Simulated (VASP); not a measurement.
# W in VASP: work function with PBE

Aim: the work function of W with PBE.

All numbers are computed with VASP 6.6.1; they aren't measurements. Logs are shortened: lines on timing, memory, paths and dates and some standing lists are left out, and cuts for length are marked.

### 1 The slab as given

The cell holds a slab with vacuum, 6 atoms: a = 2.866 Å, b = 2.866 Å, c = 32.987 Å, α = 90.00°, β = 90.00°, γ = 109.47°.

The cell was built by a generator and needn't be a form met in nature.

### 2 Work function, PBE

INCAR

```
ALGO = Fast
DIPOL = 0.5 0.5 0.500
EDIFF = 1E-6
ENCUT = 520
GGA = PE
IDIPOL = 3
ISIF = 2
ISMEAR = 1
KPAR = 2
LASPH = T
LCHARG = T
LDIPOL = T
LREAL = F
LVACPOTAV = T
LVHAR = T
LWAVE = F
NELM = 80
PREC = Accurate
SIGMA = 0.1
```

KPOINTS

```
k-points
0
Gamma
  12 12 1
```

POSCAR

```
W                                       
1.0
    2.8655568500      0.0000000000      0.0000000000
   -0.9551856200      2.7016728600      0.0000000000
    0.0000000000      0.0000000000     32.9872361300
  W             
     6
Direct
     0.5000000000000000    0.5000000000000000    0.3373129051642019
     1.0000000000000000    0.0000000000000000    0.4003002539672330
     0.5000000000000000    0.5000000000000000    0.4668756346205209
     0.0000000000000000    0.0000000000000000    0.5331274253794763
     0.5000000000000000    0.5000000000000000    0.5996997460327672
     1.0000000000000000    0.0000000000000000    0.6626870948357982
```

Potentials or basis: VASP PAW PBE potentials, release 64 (W_sv).

Launch:

```sh
> cat potpaw_PBE.64/W_sv/POTCAR > POTCAR
> mpirun -np 2 vasp_std > vasp.out
```

OUTCAR:

```text
EDIFF = 1E-6
   ENCUT = 520
   GGA = PE
   ISIF = 2
   ISMEAR = 1
   LASPH = T
   LREAL = F
   NELM = 80
   PREC = Accurate

 ion  position               nearest neighbor table
   1  0.500  0.500  0.337-   2 2.66   2 2.66   2 3.13   2 3.13
   2  0.000  0.000  0.400-   1 2.66   1 2.66   3 2.75   3 2.75   1 3.13   1 3.13   3 3.21   3 3.21

   3  0.500  0.500  0.467-   4 2.74   4 2.74   2 2.75   2 2.75   4 3.20   4 3.20   2 3.21   2 3.21

   4  0.000  0.000  0.533-   3 2.74   3 2.74   5 2.75   5 2.75   3 3.20   3 3.20   5 3.21   5 3.21

   5  0.500  0.500  0.600-   6 2.66   6 2.66   4 2.75   4 2.75   6 3.13   6 3.13   4 3.21   4 3.21

   6  0.000  0.000  0.663-   5 2.66   5 2.66   5 3.13   5 3.13

  LATTYP: Found a base centered orthorhombic cell.
 ALAT       =     3.3088599969
 B/A-ratio  =     1.4142135723
 C/A-ratio  =     9.9693659330

  Lattice vectors:

 A1 = (   2.8655568500,   0.0000000000,   0.0000000000)
 A2 = (  -0.9551856200,   2.7016728600,   0.0000000000)
 A3 = (   0.0000000000,   0.0000000000,  32.9872361300)

Analysis of symmetry for initial positions (statically):
=====================================================================
 Subroutine PRICEL returns:
 Original cell was already a primitive cell.

 Routine SETGRP: Setting up the symmetry group for a
 base centered orthorhombic supercell.

 Subroutine GETGRP returns: Found  8 space group operations
 (whereof  4 operations were pure point group operations)
 out of a pool of  8 trial point group operations.

The static configuration has the point symmetry C_2v.
 The point group associated with its full space group is D_2h.

Analysis of symmetry for dynamics (positions and initial velocities):
=====================================================================
 Subroutine PRICEL returns:
 Original cell was already a primitive cell.

 Routine SETGRP: Setting up the symmetry group for a
 base centered orthorhombic supercell.

 Subroutine GETGRP returns: Found  8 space group operations
 (whereof  4 operations were pure point group operations)
 out of a pool of  8 trial point group operations.

The dynamic configuration has the point symmetry C_2v.
 The point group associated with its full space group is D_2h.

 Subroutine INISYM returns: Found  8 space group operations
 (whereof  4 operations are pure point group operations),
 and found     1 'primitive' translations

[... 113 lines left out ...]
   NELECT =      84.0000    total number of electrons
   NUPDOWN=      -1.0000    fix difference up-down
   EMIN   =  10.00;   EMAX   =-10.00  energy-range for DOS
   EFERMI =   0.00;   METHOD = LEGACY
   ISMEAR =     1;   SIGMA  =   0.10  broadening in eV -4-tet -1-fermi 0-gaus
   EFERMI_NEDOS =   21; number of points for ismear=-14 and -15
   IALGO  =     68    algorithm
   IMIX   =      4    mixing-type and parameters
     AMIX     =   0.40;   BMIX     =  1.00
     AMIX_MAG =   1.60;   BMIX_MAG =  1.00
  volume/ion in A,a.u.               =      42.56       287.23
  Fermi-wavevector in a.u.,A,eV,Ry     =   1.130070  2.135523 17.375432  1.277058
  Thomas-Fermi vector in A             =   2.266765
   LORBIT       =      0    0 simple, 1 ext, 2 COOP (PROOUT), +10 PAW based schemes
   GGA     = PE    functional components
   LHFCALC =     F    Hartree Fock is set to
   AEXX    =    0.0000 exact exchange contribution
   IVDW    =     0    specifies the selected vdW correction
   LEPSILON=     F    determine dielectric tensor
   LRPA    =     F    only Hartree local field effects (RPA)
 non-spin polarized calculation
 RMM-DIIS sequential band-by-band and
 Methfessel and Paxton  Order N= 1 SIGMA  =   0.10
  energy-cutoff  :      520.00
  volume of cell :      255.38
 maximum number of plane-waves:      6928
 NGX is ok and might be reduce to    24
   NGX = 11   NGY = 11   NGZ =123

 number of electron      84.0000008 magnetization

 dipolmoment           0.000000      0.000000     -0.000979 electrons x Angstroem

 Free energy of the ion-electron system (eV)
  ---------------------------------------------------
  ext. energy  EPLUGINS =         0.00000000
  ---------------------------------------------------
  free energy    TOTEN  =       -74.12106446 eV

  energy without entropy =      -74.11609793  energy(sigma->0) =      -74.11940895

 E-fermi :   1.4199     XC(G=0):  -5.8848

 val. band max:        1.4133285928   @ k =   0.5000   0.3333   0.0000
 cond. band min:       1.4361639797   @ k =   0.4167   0.0000   0.0000
 fundamental gap:      0.0228353869
 Fermi energy:         1.4199412637

 k-point     1 :       0.0000    0.0000    0.0000
  band No.  band energies     occupation
      1     -72.8475      2.00000
      2     -72.8089      2.00000
      3     -72.7739      2.00000
      4     -72.7436      2.00000
      5     -72.6389      2.00000
      6     -72.6161      2.00000
[... 1261 lines left out ...]
     49       3.9299      0.00000
     50       4.0214      0.00000

 [... further k-points ...]

------------------------ aborting loop because EDIFF is reached ----------------------------------------

 vacuum level on the upper side and lower side of the slab       (xc-potential included)        -0.092        -0.057

  FORCE on cell =-STRESS in cart. coord.  units (eV):
  Direction    XX          YY          ZZ          XY          YZ          ZX
  --------------------------------------------------------------------------------------
  -------------------------------------------------------------------------------------
  Total      -13.3405216    -14.3472570     -0.0472828     -1.4237394      0.0000000      0.0000000
  in kB      -83.6942604    -90.0102030     -0.2966375     -8.9320959      0.0000000      0.0000000
  external PRESSURE =     -58.0003670 kB  Pullay stress =       0.0000000 kB

 VOLUME and BASIS-vectors are now :
 -----------------------------------------------------------------------------
  energy-cutoff  :      520.00
  volume of cell :      255.38
      direct lattice vectors                 reciprocal lattice vectors
     2.865556850  0.000000000  0.000000000     0.348972312  0.123380347  0.000000000
    -0.955185620  2.701672860  0.000000000     0.000000000  0.370141039  0.000000000
     0.000000000  0.000000000 32.987236130     0.000000000  0.000000000  0.030314756

 POSITION                                       TOTAL-FORCE (eV/Angst)
 -----------------------------------------------------------------------------------
      0.95519      1.35084     11.12702        -0.000000      0.000000     -0.000164
      0.00000      0.00000     13.20480         0.000000      0.000000      0.002357
      0.95519      1.35084     15.40094        -0.000000      0.000000     -0.017115
      0.00000      0.00000     17.58640        -0.000000      0.000000      0.017115
      0.95519      1.35084     19.78244         0.000000      0.000000     -0.002357
      0.00000      0.00000     21.86022        -0.000000      0.000000      0.000164
 -----------------------------------------------------------------------------------
    total drift:                               -0.000000     -0.000000     -0.245771

  FREE ENERGIE OF THE ION-ELECTRON SYSTEM (eV)
  ---------------------------------------------------
  free  energy   TOTEN  =       -74.1210644647 eV

  energy  without entropy=      -74.1160979281  energy(sigma->0) =      -74.11940895

 vacuum level on the upper side and lower side of the slab         6.070         6.093
```

OSZICAR:

```text
N       E                     dE             d eps       ncg     rms          rms(c)
DAV:   1     0.106723509469E+04    0.10672E+04   -0.53150E+04  5252   0.164E+03
DAV:   2    -0.320522047912E+02   -0.10993E+04   -0.10816E+04  4914   0.518E+02
DAV:   3    -0.765299183697E+02   -0.44478E+02   -0.43207E+02  5270   0.105E+02
[... 20 lines left out ...]
RMM:  24    -0.741210558787E+02   -0.62683E-05   -0.15329E-05  2088   0.210E-03    0.159E-04
RMM:  25    -0.741210603828E+02   -0.45040E-05   -0.21869E-05  1876   0.181E-03    0.188E-04
RMM:  26    -0.741210619759E+02   -0.15932E-05   -0.56752E-06  1681   0.155E-03    0.139E-04
RMM:  27    -0.741210634937E+02   -0.15178E-05   -0.36385E-06  1661   0.144E-03    0.517E-05
RMM:  28    -0.741210644647E+02   -0.97096E-06   -0.26290E-06  1523   0.132E-03
   1 F= -.74121064E+02 E0= -.74119409E+02  d E =-.496654E-02
```

It took 7.5 min on 2 MPI ranks of AMD EPYC 9R45 (Zen 5), shared host; peak memory 0.59 GiB.

What came out:

| Quantity | Value |
| --- | --- |
| Free energy | -74.1211 eV |
| Largest force | 0.017 eV/Å |
| Band gap on the k mesh | none (metal or under the smearing width) |
| Work function of the upper face | 4.65 eV |
| Work function of the lower face | 4.67 eV |

Forces on the atoms (eV/Å):
```
W    0.000  0.000  0.000
W    0.000  0.000  0.002
W    0.000  0.000 -0.017
W    0.000  0.000  0.017
W    0.000  0.000 -0.002
W    0.000  0.000  0.000
```
